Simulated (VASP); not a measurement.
# SiC (Moissanite 3C) (F-43m) in VASP: notebook, part 2 of 2

VASP 6.6.1.

## (4) Single point, LDA

INCAR

```
  ALGO = Normal
  EDIFF = 1E-7
  ENCUT = 520
  GGA = CA
  ISIF = 2
  ISMEAR = 0
  LASPH = True
  LCHARG = False
  LREAL = False
  LWAVE = False
  NBANDS = 11
  NELM = 80
  PREC = Accurate
  SIGMA = 0.02
```

KPOINTS

```
k-points
0
Gamma
  10 10 10
```

POSCAR

```
SiC
1.0
    0.0000000000      2.1790000000      2.1790000000
    2.1790000000      0.0000000000      2.1790000000
    2.1790000000      2.1790000000      0.0000000000
Si C
1 1
Direct
    0.0000000000      0.0000000000      0.0000000000
    0.7500000000      0.7500000000      0.7500000000
```

Potentials or basis: VASP PAW LDA potentials, release 54 (Si, C).

Run with:

```
$ cat potpaw_LDA.54/Si/POTCAR potpaw_LDA.54/C/POTCAR > POTCAR
$ mpirun -np 1 vasp_std > vasp.out
```

OUTCAR:

```text
EDIFF = 1E-7
   ENCUT = 520
   GGA = CA
   ISIF = 2
   ISMEAR = 0
   LASPH = True
   LREAL = False
   NELM = 80
   PREC = Accurate

 ion  position               nearest neighbor table
   1  0.000  0.000  0.000-   2 1.89   2 1.89   2 1.89   2 1.89
   2  0.750  0.750  0.750-   1 1.89   1 1.89   1 1.89   1 1.89

  LATTYP: Found a face centered cubic cell.
 ALAT       =     4.3580000000

  Lattice vectors:

 A1 = (   0.0000000000,   2.1790000000,   2.1790000000)
[... 769 lines left out ...]
------------------------ aborting loop because EDIFF is reached ----------------------------------------

  FORCE on cell =-STRESS in cart. coord.  units (eV):
  Direction    XX          YY          ZZ          XY          YZ          ZX
  --------------------------------------------------------------------------------------
  -------------------------------------------------------------------------------------
  Total       -0.5208522     -0.5208522     -0.5208522     -0.0000000     -0.0000000     -0.0000000
  in kB      -40.3295542    -40.3295542    -40.3295542     -0.0000000     -0.0000000     -0.0000000
  external PRESSURE =     -40.3295542 kB  Pullay stress =       0.0000000 kB

 VOLUME and BASIS-vectors are now :
 -----------------------------------------------------------------------------
  energy-cutoff  :      520.00
  volume of cell :       20.69
      direct lattice vectors                 reciprocal lattice vectors
     0.000000000  2.179000000  2.179000000    -0.229463056  0.229463056  0.229463056
     2.179000000  0.000000000  2.179000000     0.229463056 -0.229463056  0.229463056
     2.179000000  2.179000000  0.000000000     0.229463056  0.229463056 -0.229463056

 POSITION                                       TOTAL-FORCE (eV/Angst)
 -----------------------------------------------------------------------------------
      0.00000      0.00000      0.00000         0.000000      0.000000      0.000000
      3.26850      3.26850      3.26850        -0.000000     -0.000000     -0.000000
 -----------------------------------------------------------------------------------
    total drift:                               -0.000000     -0.000000     -0.000000

  FREE ENERGIE OF THE ION-ELECTRON SYSTEM (eV)
  ---------------------------------------------------
  free  energy   TOTEN  =       -16.6379445310 eV

  energy  without entropy=      -16.6379445310  energy(sigma->0) =      -16.63794453
```

It took 18 s on 1 thread of AMD EPYC 7R43 (Zen 3), shared host; peak memory 0.09 GiB.

Results:

```
Free energy            : -16.6379 eV
Pressure               : -4.0 GPa
Band gap on the k mesh : 1.30 eV, indirect (least direct gap 4.50 eV)
```

## (5) Single point, LDA

run.py

```python
from ase import Atoms
from ase.calculators.vasp import Vasp
from ase.dft.bandgap import bandgap

atoms = Atoms(
    ['Si', 'C'],
    cell=[[0.0, 2.179, 2.179], [2.179, 0.0, 2.179], [2.179, 2.179, 0.0]],
    scaled_positions=[[0.0, 0.0, 0.0], [0.75, 0.75, 0.75]],
    pbc=True,
)
calc = Vasp(
    directory='calc',
    xc='lda',
    pp='LDA',
    setups='recommended',
    pp_version='54',
    prec='Accurate',
    encut=520,
    ediff=1e-06,
    ismear=0,
    sigma=0.02,
    lreal=False,
    lasph=True,
    nelm=80,
    algo='Normal',
    isif=2,
    lwave=False,
    lcharg=False,
    kpts=[10, 10, 10],
    gamma=True,
)
atoms.calc = calc

print('energy (eV):', atoms.get_potential_energy())
print('free energy (eV):', atoms.get_potential_energy(force_consistent=True))
print('forces (eV/A):')
print(atoms.get_forces())
print('stress (eV/A^3, Voigt):', atoms.get_stress())
print('Fermi level (eV):', calc.get_fermi_level())
gap, top, bottom = bandgap(calc)
print('band gap (eV):', gap, 'from (spin, k, band)', top, 'to', bottom)
```

Potentials or basis: VASP PAW LDA potentials, release 54 (Si, C).

Run with:

```
$ python run.py
```

What it wrote:

```text
energy (eV): -16.63794471
free energy (eV): -16.63794471
forces (eV/A):
[[ 0.  0.  0.]
 [-0. -0. -0.]]
stress (eV/A^3, Voigt): [ 0.02511335  0.02511335  0.02511335 -0.         -0.         -0.        ]
Fermi level (eV): 8.18593175
band gap (eV): 1.304499999999999 from (spin, k, band) (0, np.int64(0), np.int64(3)) to (0, np.int64(30), np.int64(4))
```

OUTCAR:

```text
ENCUT = 520.000000
   EDIFF = 1.00e-06
   PREC = Accurate
   ISIF = 2
   ISMEAR = 0
   NELM = 80
   LASPH = .TRUE.
   LREAL = .FALSE.

 ion  position               nearest neighbor table
   1  0.000  0.000  0.000-   2 1.89   2 1.89   2 1.89   2 1.89
   2  0.750  0.750  0.750-   1 1.89   1 1.89   1 1.89   1 1.89

  LATTYP: Found a face centered cubic cell.
 ALAT       =     4.3580000000

  Lattice vectors:

 A1 = (   0.0000000000,   2.1790000000,   2.1790000000)
 A2 = (   2.1790000000,   0.0000000000,   2.1790000000)
 A3 = (   2.1790000000,   2.1790000000,   0.0000000000)

Analysis of symmetry for initial positions (statically):
=====================================================================
 Subroutine PRICEL returns:
 Original cell was already a primitive cell.

 Routine SETGRP: Setting up the symmetry group for a
 face centered cubic supercell.

 Subroutine GETGRP returns: Found 24 space group operations
 (whereof 24 operations were pure point group operations)
 out of a pool of 48 trial point group operations.

The static configuration has the point symmetry T_d .

[... 187 lines left out ...]
 fundamental gap:      1.3045081998
 Fermi energy:         8.1859317500

 k-point     1 :       0.0000    0.0000    0.0000
  band No.  band energies     occupation
      1      -7.2541      2.00000
      2       8.0617      2.00000
      3       8.0617      2.00000
      4       8.0617      2.00000
      5      14.3534      0.00000
      6      15.2535      0.00000
      7      15.2535      0.00000
      8      15.2535      0.00000
[... 419 lines left out ...]
 k-point    40 :      -0.2000    0.3000    0.1000
  band No.  band energies     occupation
      1      -4.0867      2.00000
      2       2.1709      2.00000
      3       3.7897      2.00000
      4       6.3224      2.00000
      5      13.5586      0.00000
      6      15.8623      0.00000
      7      16.7842      0.00000
      8      18.5567      0.00000

 [... further k-points ...]

------------------------ aborting loop because EDIFF is reached ----------------------------------------

  FORCE on cell =-STRESS in cart. coord.  units (eV):
  Direction    XX          YY          ZZ          XY          YZ          ZX
  --------------------------------------------------------------------------------------
  -------------------------------------------------------------------------------------
  Total       -0.5196443     -0.5196443     -0.5196443      0.0000000      0.0000000      0.0000000
  in kB      -40.2360232    -40.2360232    -40.2360232      0.0000000      0.0000000      0.0000000
  external PRESSURE =     -40.2360232 kB  Pullay stress =       0.0000000 kB

 VOLUME and BASIS-vectors are now :
 -----------------------------------------------------------------------------
  energy-cutoff  :      520.00
  volume of cell :       20.69
      direct lattice vectors                 reciprocal lattice vectors
     0.000000000  2.179000000  2.179000000    -0.229463056  0.229463056  0.229463056
     2.179000000  0.000000000  2.179000000     0.229463056 -0.229463056  0.229463056
     2.179000000  2.179000000  0.000000000     0.229463056  0.229463056 -0.229463056

 POSITION                                       TOTAL-FORCE (eV/Angst)
 -----------------------------------------------------------------------------------
      0.00000      0.00000      0.00000         0.000000      0.000000      0.000000
      3.26850      3.26850      3.26850        -0.000000     -0.000000     -0.000000
 -----------------------------------------------------------------------------------
    total drift:                               -0.000000     -0.000000     -0.000000

  FREE ENERGIE OF THE ION-ELECTRON SYSTEM (eV)
  ---------------------------------------------------
  free  energy   TOTEN  =       -16.6379447130 eV

  energy  without entropy=      -16.6379447130  energy(sigma->0) =      -16.63794471
```

INCAR:

```text
ENCUT = 520.000000
SIGMA = 0.020000
EDIFF = 1.00e-06
ALGO = Normal
PREC = Accurate
ISIF = 2
ISMEAR = 0
NELM = 80
LASPH = .TRUE.
LCHARG = .FALSE.
LWAVE = .FALSE.
LREAL = .FALSE.
```

Run time: 14 s. Hardware: 1 thread of AMD EPYC 7R43 (Zen 3), shared host; peak memory 0.09 GiB.

What came out:

```
Free energy            : -16.6379 eV
Pressure               : -4.0 GPa
Band gap on the k mesh : 1.30 eV, indirect (least direct gap 4.50 eV)
```

## (6) For comparison

An earlier run on the cell as given: functional PBE; potentials or basis VASP PAW PBE potentials, release 64 (Si, C); cutoff 520 eV; k mesh 10 × 10 × 10; occupations fermi-dirac, width 0.05 eV; no spin polarisation.

- Pressure: 3.2 GPa
- Band gap on the k mesh: 1.36 eV, indirect (least direct gap 4.54 eV)

## (7) Against experiment

Step 4. Against the measured gap of SiC, 2.4 eV (indirect; quoted in “Insight into the structural, elastic and electronic properties of a new orthorhombic 6O-SiC polytype”, 2020, pmc:7200658), the calculated 1.30 eV is off by -1.10 eV. The value is that of LDA on a finite k mesh, which can miss the band edges, without temperature or zero-point motion. Semilocal functionals fall short of measured gaps as a rule.

Step 5. A measured gap of SiC is 2.4 eV (indirect; quoted in “Insight into the structural, elastic and electronic properties of a new orthorhombic 6O-SiC polytype”, 2020, pmc:7200658); the calculated 1.30 eV misses it by -1.10 eV. The value is that of LDA on a finite k mesh, which can miss the band edges, without temperature or zero-point motion. Semilocal functionals fall short of measured gaps as a rule.
